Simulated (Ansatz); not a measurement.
Clusters are cut from relaxed bulk NaI (Fm-3m, 32.78 Å³/atom, gap on the mesh 3.60 eV) and relaxed in a periodic box with vacuum; the excess energy counts from that bulk.

The calculation used DFT PBEsol, scalar-relativistic, plane waves, PAW in Ansatz 0.2.0.

Settings: cutoff 420 eV, Γ-centred mesh 1×1×1 on the computed 12-atom cell, Gaussian smearing of 0.05 eV; no spin polarisation.

Start (Na6I6, sphere cut, shaken):

```
CELL_PARAMETERS angstrom
11.70000 0.00000 0.00000
0.00000 15.20000 0.00000
0.00000 0.00000 15.50000
ATOMIC_POSITIONS crystal
Na 0.36197 0.28338 0.50721
Na 0.35225 0.70943 0.49784
I 0.64657 0.30343 0.50296
I 0.64187 0.70414 0.50563
Na 0.35801 0.51039 0.29427
Na 0.36516 0.51058 0.70881
I 0.64496 0.48634 0.30164
I 0.63861 0.50625 0.72518
Na 0.63490 0.27860 0.69694
I 0.37594 0.28304 0.70809
Na 0.65279 0.51102 0.49530
I 0.34351 0.50044 0.51003
```

Q: What does the relaxation give?

A: The free energy falls by 282 meV/atom. It ends far from its start (an atom moved by over half a bond, or the period changed much).

```
excess energy (eV per host atom) : 0.246
gap on the mesh (eV)             : 4.21
```

Relaxed structure:
```xyz
12
Lattice="11.7000 0.0000 0.0000 0.0000 15.2000 0.0000 0.0000 0.0000 15.5000" Properties=species:S:1:pos:R:3 pbc="T T T"
Na    5.3021    5.3912    7.4767
Na    6.4385    8.7483    9.1943
I     8.1333    6.1159    8.7218
I     7.4763   10.1806    6.6765
Na    5.1075    8.8201    5.4807
Na    3.3465    6.7558   10.6424
I     6.0785    6.1409    4.5972
I     5.6489    8.0111   12.0798
Na    6.6307    5.3278   11.1993
I     4.2560    3.9848   10.0033
Na    8.3744    7.4095    6.0151
I     3.6008    8.0369    7.9486
```

Spin-orbit coupling is left out, which matters for the bands of heavy elements.

Each run keeps its start's symmetry and one magnetic start, so lower states can exist.

The run took 3.9 min on 4 threads of Arm Neoverse V1, with other jobs on the host, peak memory 1.7 GiB.